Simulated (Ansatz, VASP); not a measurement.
# Cross-check of In3Ga5O12 (Ga1.2In0.8O3, beta-Ga2O3 type) between VASP and Ansatz, part 2 of 3

Wanted: the spread between two codes on one cell, functional and k mesh. The cell is invented: As first built, before any earlier steps moved the atoms (in the runner's words): 1x2x1 conventional cells of the Ga2O3 type (40 atoms: 24 O, 10 Ga, 6 In); Ga/In share their sites, the best of 600 random draws by like-pair counts in two shells; start lattice of Ga2O3; atoms moved at random by 0.02 A. It may not be a known or stable phase. Of the first pair: The structure shown is the end of the Ansatz relaxation below.

VASP 6.6.1 and Ansatz 0.2.0.

So far: Starting point; Ansatz: relaxation, PBE.

**3. VASP: single point, PBE, relaxed cell, pair 1**

Level of this step: PBE; plane waves and PAW (O, Ga_d, In_d); invented cell (VASP).

The same cell, functional, mesh and smearing now go to VASP, with its own data sets.

Lines of VASP's logs that name or quote its potential files are left out, and so is its time.

The input, INCAR:

```
SYSTEM = In3Ga5O12
PREC = Accurate
ENCUT = 600
EDIFF = 1E-06
NELM = 120
ISMEAR = -1
SIGMA = 0.01
LREAL = Auto
ALGO = Normal
GGA = PE
NBANDS = 204
LORBIT = 11
LWAVE = .FALSE.
LCHARG = .FALSE.
ISIF = 2
ISYM = 0
LASPH = .TRUE.
GGA_COMPAT = .FALSE.
EFERMI = MIDGAP
KPAR = 4
```

The input, POSCAR:

```
In3Ga5O12
1.0
   12.8198260000      0.0025840000      0.0887300000
    0.0012790000      6.4485480000      0.0103000000
   -1.4138560000      0.0092340000      5.9166270000
O Ga In
24 10 6
Direct
    0.1631900000      0.0010700000      0.1065900000
    0.3245700000      0.2339100000      0.8655200000
    0.1696100000      0.0009100000      0.5613100000
    0.3153700000      0.2347400000      0.4286200000
    0.5111800000      0.0002500000      0.2797500000
    0.0084800000      0.2506800000      0.7552400000
    0.6606800000      0.2336600000      0.1012300000
    0.8450300000      0.0196800000      0.9042000000
    0.6788700000      0.2343000000      0.5781900000
    0.8265400000      0.0086500000      0.4262600000
    0.0048800000      0.2279300000      0.2714800000
    0.5007500000      0.0012700000      0.7482800000
    0.1565600000      0.4992500000      0.1122400000
    0.3272000000      0.7655700000      0.8661900000
    0.1615900000      0.5000400000      0.5507300000
    0.3137500000      0.7656500000      0.4281600000
    0.4938300000      0.4997600000      0.2866200000
    0.0172500000      0.7513600000      0.7585300000
    0.6647000000      0.7657600000      0.1000600000
    0.8331400000      0.4848200000      0.8905300000
    0.6706900000      0.7644600000      0.5688000000
    0.8316400000      0.4843000000      0.4578900000
    0.9992800000      0.7719600000      0.2605100000
    0.5163100000      0.4990100000      0.7692100000
    0.0934500000      0.0042500000      0.7974800000
    0.1564700000      0.2428300000      0.3101200000
    0.3321000000      0.0001100000      0.6681100000
    0.5922600000      0.2405400000      0.7942000000
    0.9126800000      0.0059000000      0.2087800000
    0.6645100000      0.0007700000      0.3119600000
    0.8443100000      0.2523000000      0.6965900000
    0.0922900000      0.4974600000      0.7975400000
    0.1537800000      0.7575000000      0.3086600000
    0.5891500000      0.7590800000      0.7951000000
    0.4080700000      0.2405300000      0.1885400000
    0.4077400000      0.7602900000      0.1916000000
    0.3398500000      0.4999800000      0.6655400000
    0.9207700000      0.4957300000      0.2135600000
    0.6602800000      0.4978900000      0.3161800000
    0.8455000000      0.7553100000      0.6939000000
```

The input, KPOINTS:

```
Points of the shifted mesh
18
Reciprocal
 0.2500000000  0.0000000000  0.0000000000 1
 0.2500000000  0.0000000000  0.3333333333 1
 0.2500000000  0.0000000000  0.6666666667 1
 0.2500000000  0.3333333333  0.0000000000 1
 0.2500000000  0.3333333333  0.3333333333 1
 0.2500000000  0.3333333333  0.6666666667 1
 0.2500000000  0.6666666667  0.0000000000 1
 0.2500000000  0.6666666667  0.3333333333 1
 0.2500000000  0.6666666667  0.6666666667 1
 0.7500000000  0.0000000000  0.0000000000 1
 0.7500000000  0.0000000000  0.3333333333 1
 0.7500000000  0.0000000000  0.6666666667 1
 0.7500000000  0.3333333333  0.0000000000 1
 0.7500000000  0.3333333333  0.3333333333 1
 0.7500000000  0.3333333333  0.6666666667 1
 0.7500000000  0.6666666667  0.0000000000 1
 0.7500000000  0.6666666667  0.3333333333 1
 0.7500000000  0.6666666667  0.6666666667 1
```

The projector-augmented-wave data sets are O, Ga_d and In_d (PBE family, release 64).

Command:

```
mpirun -np 4 vasp_std
```

Numbers of over 12 decimals in the logs are rounded to 6 here.

What it wrote:

```text
[banner, memory and clock lines left out]
running    4 mpi-ranks, on    1 nodes
[...]
LDA part: xc-table for (Slater+PW92), standard interpolation
 POSCAR, INCAR and KPOINTS ok, starting setup
[...]
entering main loop
       N       E                     dE             d eps       ncg     rms          rms(c)
DAV:   1     0.754299510401E+04    0.75430E+04   -0.14737E+05  7712   0.313E+03
DAV:   2     0.194663198709E+04   -0.55964E+04   -0.52380E+04  7344   0.981E+02
DAV:   3     0.773591524830E+02   -0.18693E+04   -0.17639E+04  8944   0.386E+02
DAV:   4    -0.239640126186E+03   -0.31700E+03   -0.30769E+03  8848   0.161E+02
[...]
DAV:  18    -0.230018252723E+03    0.24598E-06   -0.46821E-05 11208   0.576E-02    0.701E-03
DAV:  19    -0.230018253432E+03   -0.70952E-06   -0.18150E-05  8472   0.232E-02    0.328E-03
DAV:  20    -0.230018253635E+03   -0.20242E-06   -0.86401E-06  6104   0.135E-02
   1 F= -.23001825E+03 E0= -.23001825E+03  d E =0.000000E+00
```

From OUTCAR (step 3):

```text
  Total        1.3732657      1.7640290      1.2813491     -0.0214521      0.0046988      0.0107767
  in kB        4.4908685      5.7687466      4.1902816     -0.0701530      0.0153661      0.0352419
  external PRESSURE =       4.8166322 kB  Pullay stress =       0.0000000 kB

 POSITION                                       TOTAL-FORCE (eV/Angst)
 -----------------------------------------------------------------------------------
      1.94137      0.00831      0.64514         0.022086     -0.002207     -0.010904
      2.93751      1.51721      5.15217        -0.032546      0.008815      0.022594
      1.38076      0.01149      3.33612        -0.027835     -0.008812     -0.038818
      3.43728      1.51850      2.56639         0.011384      0.025390      0.000416
      6.15771      0.00552      1.70054         0.030522     -0.001401      0.022516
     -0.95877      1.62352      4.47181        -0.027633      0.002655     -0.004760
      8.32698      1.50941      0.65997         0.012586      0.013135     -0.011148
      9.55475      0.13744      5.42500        -0.011941      0.000031      0.008975
      7.88582      1.51799      3.48358         0.019260      0.002439     -0.052129
      9.99344      0.06185      2.59545         0.002616      0.008265      0.061391
     -0.32098      1.47234      1.60903         0.021974     -0.030416      0.011696
      5.36157      0.01639      4.47174        -0.055624      0.000226     -0.012587
      1.84902      3.22088      0.68312         0.023776      0.005155     -0.013662
      2.97096      4.94566      5.16184        -0.026558     -0.006933      0.024121
[...]
-----------------------------------------------------------------------------------
    total drift:                                0.038393     -0.015756      0.001304

  FREE ENERGIE OF THE ION-ELECTRON SYSTEM (eV)
  ---------------------------------------------------
  free  energy   TOTEN  =      -230.0182536348 eV

  energy  without entropy=     -230.0182536348  energy(sigma->0) =     -230.01825363

[... 3 further parts left out ...]
[key lines of the parts left out:]
E-fermi :   4.6740
```

The run ends at a pressure of 0.48 GPa, with forces up to 0.062 eV/Å.

**4. Comparison**

Known differences besides the potentials themselves: the cutoff is 350 eV in Ansatz and 600 eV in VASP (PREC = Accurate, projectors in real space); Ansatz's pressure holds a Pulay correction, VASP's none; Ansatz's log warns that its cutoff lies below the recommended one. Total energies have different zeros and are not compared.

Both answers:

```tsv
quantity	Ansatz	VASP	difference
pressure (GPa)	0.01	0.48	-0.47
gap on the k mesh (eV)	1.518	1.514	+0.004
```

Forces on 7 of the 40 atoms, those with the largest forces and the largest differences (eV/Å; atoms numbered as in POSCAR):

```tsv
atom	Ansatz x, y, z	VASP x, y, z
O9	0.002, 0.001, 0.001	0.019, 0.002, -0.052
O10	0.010, 0.007, 0.005	0.003, 0.008, 0.061
O12	-0.004, 0.000, 0.000	-0.056, 0.000, -0.013
O15	-0.005, -0.002, -0.004	0.013, 0.000, -0.048
O21	0.000, -0.004, -0.002	0.018, -0.005, -0.054
Ga26	-0.002, -0.002, 0.014	-0.030, 0.015, 0.047
Ga33	0.001, 0.004, 0.015	-0.020, -0.009, 0.051
```

The forces differ by 19 meV/Å r.m.s., where the r.m.s. force is 0.004 eV/Å in Ansatz and 0.021 eV/Å in VASP: the atoms lie near their places of rest in Ansatz, so a percentage would say little (all taken over all components). A gap on the mesh is an upper bound, since the band edges may lie between its points.

**5. Ansatz: relaxation, PBE**

The two programs are compared at the cell with which this relaxation starts, whose forces are those of its first step. The cell compared in this pair holds 417.69 Å³, against 489.93 Å³ for the pair before.

The structure compared here is the start of the Ansatz relaxation; VASP solves that cell, so the two are compared at the walk's first step.

The input, input.yaml:

```yaml
crystal:
  lattice:
    - [12.214, 0.0, 0.0]
    - [0.0, 6.0742, 0.0]
    - [-1.38599, 0.0, 5.63001]
  atoms:
    - { symbol: O, position: [0.16004, 0.00199, 0.10891] }
    - { symbol: O, position: [0.33302, 0.25229, 0.89002] }
    - { symbol: O, position: [0.17781, 0.99269, 0.56035] }
    - { symbol: O, position: [0.32704, 0.24874, 0.43911] }
    - { symbol: O, position: [0.49739, 0.00158, 0.25684] }
    - { symbol: O, position: [0.00333, 0.2506, 0.74658] }
    - { symbol: O, position: [0.66538, 0.24309, 0.1158] }
    - { symbol: O, position: [0.83449, 0.00291, 0.88844] }
    - { symbol: O, position: [0.67568, 0.24893, 0.56852] }
    - { symbol: O, position: [0.82767, 0.99789, 0.42645] }
    - { symbol: O, position: [0.99687, 0.24676, 0.2601] }
    - { symbol: O, position: [0.50435, 0.99879, 0.74005] }
    - { symbol: O, position: [0.16351, 0.50485, 0.11324] }
    - { symbol: O, position: [0.33553, 0.75108, 0.89349] }
    - { symbol: O, position: [0.17368, 0.49407, 0.56912] }
    - { symbol: O, position: [0.32619, 0.748, 0.43692] }
    - { symbol: O, position: [0.49444, 0.49645, 0.25742] }
    - { symbol: O, position: [0.00312, 0.75144, 0.74487] }
    - { symbol: O, position: [0.6678, 0.74916, 0.11016] }
    - { symbol: O, position: [0.83483, 0.50397, 0.89199] }
    - { symbol: O, position: [0.67408, 0.75628, 0.56429] }
    - { symbol: O, position: [0.82648, 0.49574, 0.43066] }
    - { symbol: O, position: [0.99465, 0.75039, 0.25278] }
    - { symbol: O, position: [0.50234, 0.50256, 0.74145] }
    - { symbol: Ga, position: [0.08914, 0.99894, 0.79078] }
    - { symbol: Ga, position: [0.16054, 0.25478, 0.3178] }
    - { symbol: Ga, position: [0.34427, 0.99357, 0.68928] }
    - { symbol: Ga, position: [0.59007, 0.25463, 0.7924] }
    - { symbol: Ga, position: [0.91114, 0.00597, 0.20771] }
    - { symbol: Ga, position: [0.65917, 0.99962, 0.31607] }
    - { symbol: Ga, position: [0.84139, 0.24634, 0.68839] }
    - { symbol: Ga, position: [0.09378, 0.50151, 0.79866] }
    - { symbol: Ga, position: [0.16077, 0.75036, 0.31403] }
    - { symbol: Ga, position: [0.58953, 0.751, 0.79665] }
    - { symbol: In, position: [0.40854, 0.24928, 0.20941] }
    - { symbol: In, position: [0.40872, 0.75269, 0.20699] }
    - { symbol: In, position: [0.34124, 0.50319, 0.68844] }
    - { symbol: In, position: [0.90972, 0.50057, 0.20707] }
    - { symbol: In, position: [0.65992, 0.50169, 0.31682] }
    - { symbol: In, position: [0.84064, 0.7551, 0.6859] }
kpoints:
  mp_grid: { grid: [2, 3, 3], shift: [0.5, 0.0, 0.0] }
hamiltonian:
  xc: pbe
scf:
  occupations: { method: fermi_dirac, width: 0.01 }
output:
  forces: true
  stress: true
relax:
  f_tol: 0.02
  max_steps: 45
  cell: { stress_tol: 0.1 }
```

Command:

```
ansatz run input.yaml --threads 8 --pin off --max-ram 15360MiB --backend cpu --events-out ev --progress --plain --runs-dir out
```

What it wrote:

```text
[...]
Crystal: 40 atoms, lattice volume = 417.692 Å³
Basis set: ecut = 420 eV, 8175 PW (Γ), exchange–correlation on 180×90×80 points (8 copies of the dense FFT grid, shifted against one another)
Bands: 216, of which v1, the nominal top of the filled ones, is band 176 counted from 1 (175 counted from 0)
Symmetry: 1 space group operations
[...]
- { symbol: Ga, position: [0.153682, 0.757500, 0.309902] }
    - { symbol: Ga, position: [0.589361, 0.759333, 0.795030] }
    - { symbol: In, position: [0.407936, 0.240244, 0.188774] }
    - { symbol: In, position: [0.407636, 0.760190, 0.191970] }
    - { symbol: In, position: [0.339990, 0.500064, 0.665858] }
    - { symbol: In, position: [0.920690, 0.495265, 0.212498] }
    - { symbol: In, position: [0.660278, 0.498096, 0.315789] }
    - { symbol: In, position: [0.845625, 0.755252, 0.693458] }
[key lines of the parts left out:]
SCF converged after 6 iterations
Free energy (F): -85042.551353 eV
Fermi energy:    8.283352 eV
P = ⅓ Tr σ = 0.0157 GPa (0.157 kbar)
```

**6. VASP: single point, PBE, start cell, pair 2**

The same cell, functional, mesh and smearing now go to VASP, with its own data sets.

INCAR, as its differences from that of step 3:

```diff
@@ -2,3 +2,3 @@
 PREC = Accurate
-ENCUT = 600
+ENCUT = 520
 EDIFF = 1E-06
```

The input, POSCAR:

```
In3Ga5O12
1.0
   12.2140000000      0.0000000000      0.0000000000
    0.0000000000      6.0742000000      0.0000000000
   -1.3859900000      0.0000000000      5.6300100000
O Ga In
24 10 6
Direct
    0.1600423234      0.0019920319      0.1089163252
    0.3330156809      0.2522965987      0.8900161811
    0.1778078745      0.9926903954      0.5603542445
    0.3270430344      0.2487405749      0.4391111206
    0.4973861777      0.0015804550      0.2568379097
    0.0033292957      0.2506009022      0.7465883720
    0.6653846963      0.2430937407      0.1158079648
    0.8344901371      0.0029139640      0.8884353669
    0.6756811537      0.2489381318      0.5685247451
    0.8276691553      0.9978927266      0.4264468447
    0.9968728072      0.2467650061      0.2601061099
    0.5043478494      0.9987817326      0.7400519715
    0.1635122881      0.5048566066      0.1132324809
    0.3355312457      0.7510783313      0.8934975249
    0.1736782888      0.4940732936      0.5691286516
    0.3261892599      0.7479997366      0.4369263998
    0.4944397548      0.4964439762      0.2574240543
    0.0031174129      0.7514405189      0.7448654621
    0.6677976249      0.7491521517      0.1101596622
    0.8348277479      0.5039676007      0.8919877585
    0.6740797898      0.7562806625      0.5642973991
    0.8264766255      0.4957360640      0.4306564287
    0.9946505563      0.7503868822      0.2527881833
    0.5023374362      0.5025517764      0.7414551662
    0.0891365108      0.9989463633      0.7907801229
    0.1605422788      0.2547825228      0.3177969489
    0.3442726941      0.9935629383      0.6892882961
    0.5900731596      0.2546343551      0.7923964611
    0.9111414503      0.0059760956      0.2077083344
    0.6591677957      0.9996213493      0.3160740389
    0.8413862103      0.2463369662      0.6883824363
    0.0937812091      0.5015146027      0.7986664322
    0.1607699688      0.7503539561      0.3140314138
    0.5895314597      0.7509960159      0.7966415690
    0.4085430647      0.2492838563      0.2094134824
    0.4087192532      0.7526917125      0.2069978561
    0.3412366978      0.5031938362      0.6884357221
    0.9097179818      0.5005762076      0.2070689040
    0.6599238095      0.5016956966      0.3168200412
    0.8406373561      0.7550953212      0.6858957622
```

KPOINTS is that of step 3.

Command:

```
mpirun -np 4 vasp_std
```

What it wrote:

```text
[... set-up lines as in an earlier step ...]
 entering main loop
       N       E                     dE             d eps       ncg     rms          rms(c)
DAV:   1     0.746672094344E+04    0.74667E+04   -0.13183E+05  7648   0.302E+03
DAV:   2     0.186266711575E+04   -0.56041E+04   -0.52373E+04  7344   0.942E+02
DAV:   3     0.443849502880E+02   -0.18183E+04   -0.17149E+04  8872   0.376E+02
DAV:   4    -0.235005429208E+03   -0.27939E+03   -0.27291E+03  8800   0.155E+02
[...]
DAV:  18    -0.216348676608E+03    0.36532E-05   -0.14640E-05 10184   0.589E-02    0.368E-02
DAV:  19    -0.216348675510E+03    0.10979E-05   -0.58591E-06  6920   0.506E-02    0.117E-02
DAV:  20    -0.216348675111E+03    0.39958E-06   -0.92648E-06  7440   0.206E-02
   1 F= -.21634868E+03 E0= -.21634868E+03  d E =0.000000E+00
```

From OUTCAR (step 6):

```text
  Total      109.5836217    124.7718998    108.6703755      3.5679976     -0.9981408     -0.4110992
  in kB      420.3393637    478.5983542    416.8363467     13.6860765     -3.8286548     -1.5768886
  external PRESSURE =     438.5913548 kB  Pullay stress =       0.0000000 kB

 POSITION                                       TOTAL-FORCE (eV/Angst)
 -----------------------------------------------------------------------------------
      1.80380      0.01210      0.61320         0.665404      0.086723     -0.224390
      2.83390      1.53250      5.01080        -1.729570     -3.226221     -2.429234
      1.39510      6.02980      3.15480        -0.922440      0.242113      0.565825
      3.38590      1.51090      2.47220        -3.734013     -1.376631      2.628476
      5.71910      0.00960      1.44600         6.101767     -0.331694      1.604849
     -0.99410      1.52220      4.20330         0.259875      0.289828     -0.021178
      7.96650      1.47660      0.65200         0.408465     -1.935294     -3.094724
      8.96110      0.01770      5.00190        -0.683439      3.006794      2.914208
      7.46480      1.51210      3.20080        -0.534998     -1.343821      1.087693
      9.51810      6.06140      2.40090        -0.496247      1.472155     -0.290808
     11.81530      1.49890      1.46440         3.476927     -3.322747      0.992480
      5.13440      6.06680      4.16650        -0.284978      0.497582     -0.044012
      1.84020      3.06660      0.63750         0.534250     -0.325801     -0.059488
      2.85980      4.56220      5.03040        -2.143136      2.889386     -3.350720
[...]
-----------------------------------------------------------------------------------
    total drift:                               -0.009233     -0.010644      0.011981

  FREE ENERGIE OF THE ION-ELECTRON SYSTEM (eV)
  ---------------------------------------------------
  free  energy   TOTEN  =      -216.3486751109 eV

  energy  without entropy=     -216.3486751109  energy(sigma->0) =     -216.34867511

[... 1 part as in an earlier step ...]

[... 2 further parts left out ...]
[key lines of the parts left out:]
E-fermi :   6.9956
```

The run ends at a pressure of 43.86 GPa, with forces up to 6.5 eV/Å.

**7. Differences**

What differs besides the data sets and the points named for the pairs above, as far as they apply: the cutoff is 420 eV in Ansatz and 520 eV in VASP (PREC = Accurate, projectors in real space). Total energies have different zeros and are not compared.

Forces on 9 of the 40 atoms, those with the largest forces and the largest differences (eV/Å; atoms numbered as in POSCAR):

```tsv
atom	Ansatz x, y, z	VASP x, y, z
O4	-3.751, -1.372, 2.636	-3.734, -1.377, 2.628
O5	6.099, -0.333, 1.600	6.102, -0.332, 1.605
O11	3.482, -3.301, 0.987	3.477, -3.323, 0.992
O14	-2.127, 2.874, -3.393	-2.143, 2.889, -3.351
O19	0.529, 2.769, -2.566	0.556, 2.789, -2.604
O20	-2.013, -2.972, -3.664	-2.036, -2.991, -3.634
O22	-1.563, -1.227, 4.672	-1.519, -1.229, 4.671
O23	3.740, 5.198, 1.027	3.732, 5.190, 1.028
In35	-1.386, -0.894, -1.221	-1.347, -0.881, -1.200
```

The forces differ by 16 meV/Å r.m.s., which is 0.9 % of the r.m.s. force of 1.805 eV/Å (both taken over all components).

**8. Ansatz: relaxation, PBE**

This run makes the geometry at which the two programs are then compared. The cell compared in this pair holds 490.09 Å³, against 417.69 Å³ for the pair before.

The structure compared here is the end of the Ansatz relaxation.

input.yaml is that of step 5.

Command:

```
ansatz run input.yaml --threads 8 --pin off --max-ram 15360MiB --backend cpu --events-out ev --progress --plain --runs-dir out
```

What it wrote:

```text
[...]
Crystal: 40 atoms, lattice volume = 417.692 Å³
Basis set: ecut = 420 eV, 8175 PW (Γ), exchange–correlation on 180×90×80 points (8 copies of the dense FFT grid, shifted against one another)
Bands: 216, of which v1, the nominal top of the filled ones, is band 176 counted from 1 (175 counted from 0)
Symmetry: 1 space group operations
[...]
- { symbol: Ga, position: [0.153682, 0.757500, 0.309902] }
    - { symbol: Ga, position: [0.589361, 0.759333, 0.795030] }
    - { symbol: In, position: [0.407936, 0.240244, 0.188774] }
    - { symbol: In, position: [0.407636, 0.760190, 0.191970] }
    - { symbol: In, position: [0.339990, 0.500064, 0.665858] }
    - { symbol: In, position: [0.920690, 0.495265, 0.212498] }
    - { symbol: In, position: [0.660278, 0.498096, 0.315789] }
    - { symbol: In, position: [0.845625, 0.755252, 0.693458] }
[key lines of the parts left out:]
SCF converged after 6 iterations
Free energy (F): -85042.551353 eV
Fermi energy:    8.283352 eV
P = ⅓ Tr σ = 0.0157 GPa (0.157 kbar)
```

(Part 2 of 3 ends here.)

[Lines on the potential files, build, host, timing and source positions are cut from VASP's logs without a mark.]

[Logs are printed without paths, hosts, clocks, repeated set-up lines and the standing remarks that a program may print on its own settings, such as how far it seeks lower states.]

[Hosts, paths, dates, database ids (printed as entryN), source tags and the programs' standing remarks are cut or masked in the printed files.]
